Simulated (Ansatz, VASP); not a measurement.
# Two plane-wave programs on MoSe

Contents of INCAR:

```
SYSTEM = MoSe
ALGO = Normal
EDIFF = 1E-6
ENCUT = 520
GGA = PS
ISIF = 2
ISMEAR = 0
LASPH = .TRUE.
LCHARG = .TRUE.
LDAU = .TRUE.
LDAUJ = 0 0
LDAUL = 2 -1
LDAUPRINT = 1
LDAUTYPE = 2
LDAUU = 4 0
LELF = .TRUE.
LMAXMIX = 4
LREAL = .FALSE.
LVHAR = .TRUE.
LWAVE = .FALSE.
NBANDS = 17
NELM = 150
PREC = Accurate
SIGMA = 0.05
```

KPOINTS

```
k-points
0
G
  14 14 14
  0 0 0
```

The input POSCAR:

```
MoSe
1.0
    0.0000000000      2.5748516654      2.5748516654
    2.5748516654      0.0000000000      2.5748516654
    2.5748516654      2.5748516654      0.0000000000
Mo Se
1 1
Direct
    0.0000000000      0.0000000000      0.0000000000
    0.5000000000      0.5000000000      0.5000000000
```

Input for Ansatz:

```yaml
crystal:
  lattice:
    - [0.0, 2.5748516654, 2.5748516654]
    - [2.5748516654, 0.0, 2.5748516654]
    - [2.5748516654, 2.5748516654, 0.0]
  atoms:
    - { symbol: Mo, position: [0.0, 0.0, 0.0] }
    - { symbol: Se, position: [0.5, 0.5, 0.5] }
basis:
  ecutwfc: 420
kpoints:
  mp_grid: { grid: [14, 14, 14] }
hamiltonian:
  xc: pbesol
  hubbard: { sites: [{ species: Mo, l: d, u_eff: 4.0 }] }
scf:
  occupations: { method: gaussian, width: 0.05 }
output:
  forces: true
  stress: true
  eigenvalues: true
```

Alike in both runs: task single point; functional PBEsol; k mesh 14 × 14 × 14; occupations gaussian, width 0.05 eV; no spin polarisation; Hubbard terms Mo d U = 4.0 eV.

```csv
,VASP,Ansatz
version,VASP 6.6.1,Ansatz 0.2.0
potentials or method,"VASP PAW PBE potentials, release 64 (Mo_sv, Se)","scalar-relativistic, plane waves, PAW"
plane-wave cutoff (eV),520,420
valence electrons in the cell,20,30
```

|  | VASP | Ansatz | Ansatz less VASP |
| --- | --- | --- | --- |
| gap on the k mesh at the Fermi level (eV) | none | none | - |
| pressure (GPa) | 4.0 | 2.1 | -1.89 |

The programs project onto different local orbitals, so the same U acts differently. A gap of «none» marks a metal or a gap that the smearing closes. The two sets of potentials don't hold the same shells in valence. Ansatz warned: «filled_band_counts_differ_across_k_points».

Caveats: the PAW data sets were made with another functional, which shifts forces and pressure a little (VASP); U without spin polarisation on a metal has little footing.
